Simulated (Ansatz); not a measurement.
## HfO$_{2}$: opening a crack plane

HfO$_{2}$, P4_2/nmc, a = 3.577 Å, c = 5.203 Å. This isn't the usual stable structure of the compound. Ansatz: r2SCAN, PAW, 500 eV, Γ-centred 6×6×3 mesh on 12 atoms, Gaussian smearing 0.05 eV; no spin polarisation. One cut on (001) per cell of 12 atoms is opened rigidly by x, between planes of Hf and O that stand 1.02 Å apart; y is the energy per area (12.794 Å², 1 eV/Å² = 16.02 J/m²).

| x (Å) | y (J/m²) |
| --- | --- |
| 0.00 | 0.000 |
| 0.25 | 0.759 |
| 0.50 | 2.599 |
| 0.75 | 4.949 |
| 1.00 | 7.342 |
| 1.50 | 10.790 |
| 2.00 | ? |
| 3.00 | 13.977 |
| 4.50 | 14.387 |
| 6.00 | 14.523 |

Q: Fit the universal binding curve y = W[1 − (1 + x/l) e^(−x/l)] to the other rows, give the peak stress, and predict the missing value.

A: Least squares gives W = 14.6 J/m² and l = 0.599 Å. The stress dy/dx peaks at x = l with W/(e l) = 89.7 GPa, for rigid faces. At x = 2.00: x/l = 3.339, y = 12.353 J/m². The run gave 12.692 J/m², so the fit is 0.339 J/m² too low, within twice the rms miss on the fitted rows (0.229 J/m²).

Spin–orbit coupling is left out, which can shift energies with elements as heavy as these.

Cost: 12 runs of about 17 core-minutes in all, on Oxide Virtual Turin-like Processor (Zen 5) (shared hosts).